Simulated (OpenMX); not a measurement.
Crystal: P.

```
CELL_PARAMETERS angstrom
1.72573 0.99635 3.12968
-1.72573 0.99635 3.12968
0.00000 -1.99270 3.12968
ATOMIC_POSITIONS crystal
P 0.77292 0.77292 0.77292
P 0.22708 0.22708 0.22708
```

This isn't the form of P at room conditions, which is orthorhombic.

| Item | Value |
| --- | --- |
| Program | OpenMX 3.8.5 |
| Task | single point |
| Functional | PBE |
| Potentials or basis | OpenMX 2013 PBE set, P7.0-s2p2d1f1, grid cutoff 300 Ry |
| k mesh | 9 × 9 × 9 |
| Occupations | fermi-dirac, width 0.05 eV |
| Spin | no spin polarisation |

On this cell: pressure 3.2 GPa; largest force 0.518 eV/Å; band gap on the k mesh none (metal or under the smearing width).

The same run follows on a disturbed copy (atoms moved at random, drawn with an rms of 0.05 Å):

```
P
1.0
     1.72573    0.99635    3.12968
    -1.72573    0.99635    3.12968
     0.00000   -1.99270    3.12968
P
2
Direct
  0.76363 0.77121 0.76339
  0.22196 0.22899 0.22684
```

What changes?

The energy (extrapolated to zero smearing) moves by -7.4 meV/atom; pressure 1.3 GPa; largest force 0.059 eV/Å; band gap on the k mesh none (metal or under the smearing width).

Forces on the atoms (eV/Å):
```
P    0.004 -0.050 -0.031
P   -0.005  0.050  0.031
```

Caveats: the basis of atomic orbitals isn't converged, which shifts pressures, moduli and gaps.
